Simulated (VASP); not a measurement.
A run of VASP 6.6.1:

The input INCAR:

```
PREC = Accurate ; ENCUT = 600
EDIFF = 1E-7 ; ISMEAR = 1
SIGMA = 0.1 ; LREAL = False
LASPH = True ; NELM = 80
ALGO = Fast ; ISIF = 2
LWAVE = False ; LCHARG = False
GGA = CA ; IBRION = 2
NSW = 40 ; EDIFFG = -0.01
```

KPOINTS

```
regular mesh
0
Gamma
  16 16 16
```

POSCAR

```
W                                       
1.0
   -1.5704380492      1.5704380492      1.5704380492
    1.5704380492     -1.5704380492      1.5704380492
    1.5704380492      1.5704380492     -1.5704380492
  W             
     1
Direct
     0.0000000000000000    0.0000000000000000    0.0000000000000000
```

Potentials or basis: VASP PAW LDA potentials, release 64 (W_sv).

Command:

```sh
$ cat potpaw_LDA.64/W_sv/POTCAR > POTCAR
$ mpirun -np 1 vasp_std > vasp.out
```

Hardware: 1 thread of AMD EPYC 9R14 (Zen 4), with other jobs on the host.

Q: Estimate the wall time of this run.

A: Wall time 20 s on 1 thread of AMD EPYC 9R14 (Zen 4), with other jobs on the host, peak memory 0.12 GiB. Counts: scf iterations 14, k points 145, ion steps 1.
